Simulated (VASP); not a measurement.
# HfB2 (mix) (P6/mmm) in VASP: a series of runs, part 2 of 2

VASP 6.6.1. Earlier steps stand in the parts before.

### Step 4. Single point, PBE

This run uses another cell than the first one, of 9.90 Å³/atom, 0.995 times its volume.

INCAR reads:

```
ALGO = Fast
EDIFF = 1E-6
ENCUT = 520
GGA = PE
ISIF = 2
ISMEAR = 0
LASPH = T
LCHARG = T
LELF = T
LREAL = F
LVHAR = T
LWAVE = F
NBANDS = 15
NELM = 100
PREC = Accurate
SIGMA = 0.1
```

KPOINTS reads:

```
k-points
0
Gamma
  6 6 6
```

POSCAR reads:

```
HfB2
1.0
    3.1400000000      0.0000000000      0.0000000000
   -1.5700000000      2.7193197679      0.0000000000
    0.0000000000      0.0000000000      3.4800000000
Hf B
1 2
Direct
    0.0000000000      0.0000000000      0.0000000000
    0.3333333333      0.6666666667      0.5000000000
    0.6666666667      0.3333333333      0.5000000000
```

Potentials or basis: VASP PAW PBE potentials, release 64 (Hf_pv, B).

The run is started by

```bash
cat potpaw_PBE.64/Hf_pv/POTCAR potpaw_PBE.64/B/POTCAR > POTCAR
mpirun -np 1 vasp_std > vasp.out
```

OUTCAR:

```text
EDIFF = 1E-6
   ENCUT = 520
   GGA = PE
   ISIF = 2
   ISMEAR = 0
   LASPH = T
   LREAL = F
   NELM = 100
   PREC = Accurate

 ion  position               nearest neighbor table
   1  0.000  0.000  0.000-   2 2.51   3 2.51   2 2.51   3 2.51   3 2.51   3 2.51   2 2.51   2 2.51
                             3 2.51   3 2.51   2 2.51   2 2.51
   2  0.333  0.667  0.500-   3 1.81   3 1.81   3 1.81   1 2.51   1 2.51   1 2.51   1 2.51   1 2.51
                             1 2.51
   3  0.667  0.333  0.500-   2 1.81   2 1.81   2 1.81   1 2.51   1 2.51   1 2.51   1 2.51   1 2.51
[... 635 lines left out ...]
  Direction    XX          YY          ZZ          XY          YZ          ZX
  --------------------------------------------------------------------------------------
  -------------------------------------------------------------------------------------
  Total        0.3537154      0.3537154     -0.0361255      0.0000000      0.0000000      0.0000000
  in kB       19.0719601     19.0719601     -1.9478503      0.0000000      0.0000000      0.0000000
  external PRESSURE =      12.0653566 kB  Pullay stress =       0.0000000 kB

 VOLUME and BASIS-vectors are now :
 -----------------------------------------------------------------------------
  energy-cutoff  :      520.00
  volume of cell :       29.71
      direct lattice vectors                 reciprocal lattice vectors
     3.140000000  0.000000000  0.000000000     0.318471338  0.183869512  0.000000000
    -1.570000000  2.719319768  0.000000000     0.000000000  0.367739025  0.000000000
     0.000000000  0.000000000  3.480000000     0.000000000  0.000000000  0.287356322

 POSITION                                       TOTAL-FORCE (eV/Angst)
 -----------------------------------------------------------------------------------
      0.00000      0.00000      0.00000        -0.000000      0.000000      0.000000
     -0.00000      1.81288      1.74000        -0.000000     -0.000000      0.000000
      1.57000      0.90644      1.74000         0.000000      0.000000      0.000000
 -----------------------------------------------------------------------------------
    total drift:                               -0.000000      0.000000      0.000000

  FREE ENERGIE OF THE ION-ELECTRON SYSTEM (eV)
  ---------------------------------------------------
  free  energy   TOTEN  =       -26.3455021565 eV

  energy  without entropy=      -26.3403184616  energy(sigma->0) =      -26.34291031
```

OSZICAR:

```text
N       E                     dE             d eps       ncg     rms          rms(c)
DAV:   1     0.293697956138E+02    0.29370E+02   -0.79817E+03   840   0.101E+03
DAV:   2    -0.271705160512E+02   -0.56540E+02   -0.52524E+02  1113   0.223E+02
DAV:   3    -0.287346813402E+02   -0.15642E+01   -0.15548E+01  1078   0.273E+01
DAV:   4    -0.287411323150E+02   -0.64510E-02   -0.64459E-02  1015   0.214E+00
DAV:   5    -0.287411716703E+02   -0.39355E-04   -0.39354E-04  1050   0.148E-01    0.525E+01
RMM:   6    -0.264461731128E+02    0.22950E+01   -0.26246E+00   886   0.787E+00    0.362E+01
RMM:   7    -0.264553945564E+02   -0.92214E-02   -0.17285E+00   959   0.646E+00    0.112E+01
RMM:   8    -0.263563004051E+02    0.99094E-01   -0.30892E-01   852   0.324E+00    0.105E+00
RMM:   9    -0.263458604195E+02    0.10440E-01   -0.19539E-02   965   0.864E-01    0.636E-01
RMM:  10    -0.263455423842E+02    0.31804E-03   -0.18134E-03  1053   0.278E-01    0.127E-01
RMM:  11    -0.263455232248E+02    0.19159E-04   -0.40485E-04  1001   0.116E-01    0.710E-02
RMM:  12    -0.263455011622E+02    0.22063E-04   -0.62356E-05  1052   0.463E-02    0.214E-02
RMM:  13    -0.263455017400E+02   -0.57788E-06   -0.12850E-05  1040   0.199E-02    0.145E-02
RMM:  14    -0.263455021565E+02   -0.41647E-06   -0.25250E-06   817   0.848E-03
   1 F= -.26345502E+02 E0= -.26342910E+02  d E =-.518369E-02
```

stdout:

```text
POSCAR found type information on POSCAR HfB
 POSCAR found :  2 types and       3 ions
 scaLAPACK will be used
 LDA part: xc-table for (Slater+PW92), standard interpolation
 POSCAR, INCAR and KPOINTS ok, starting setup
 FFT: planning ... GRIDC
 FFT: planning ... GRID_SOFT
 FFT: planning ... GRID
 WAVECAR not read
 entering main loop
```

It took 10 s on 1 thread of AMD EPYC 9R45 (Zen 5), shared host; peak memory 0.11 GiB.

Results:

```
Free energy            : -26.3455 eV
Pressure               : 1.2 GPa
Band gap on the k mesh : none (metal or under the smearing width)
```

Stress tensor (GPa, compression positive):
```
 1.91  0.00  0.00
 0.00  1.91  0.00
 0.00  0.00 -0.19
```

Levels at points of the mesh, in eV from the Fermi level:
| k point | band 5 | band 6 | band 7 | band 8 | band 9 | band 10 | band 11 | band 12 |
| --- | --- | --- | --- | --- | --- | --- | --- | --- |
| (0.00, 0.00, 0.00) | -2.60 | -2.50 | -2.50 | -2.39 | 4.42 | 4.42 | 5.07 | 5.07 |
| (0.50, 0.00, 0.00) | -8.66 | -3.73 | -3.05 | -2.46 | 2.50 | 3.12 | 5.97 | 6.14 |
| (0.00, 0.00, 0.50) | -7.97 | -0.81 | -0.81 | 0.71 | 0.71 | 1.42 | 1.42 | 2.63 |
| (0.50, 0.00, 0.50) | -7.12 | -4.58 | -4.30 | -2.27 | 4.39 | 4.55 | 6.67 | 7.59 |

Caveat: the k mesh is coarse (spacing up to 0.39 Å⁻¹), so the values aren't converged. The run has no spin-orbit coupling, so splittings on Hf are missing.

### Step 5. Overview

```csv
task,cell,k mesh,cutoff (eV),mesh quality,gap on the mesh (eV),pressure (GPa)
single point,"P6/mmm, 9.96 Å³/atom",15 × 15 × 12,520,not flagged,none,-0.4
relaxation of cell and atoms,relaxed,15 × 15 × 12,600,not flagged,none,0.0
single point,"P6/mmm, 9.9 Å³/atom",6 × 6 × 6,520,coarse,none,1.2
```

Alike in all rows: level PBE; potentials or basis VASP PAW PBE potentials, release 64 (Hf_pv, B); no spin polarisation; smearing gaussian 0.1 eV.

Caveats: some runs use coarse meshes.

Absolute energies hang on the potentials; compare differences alone.
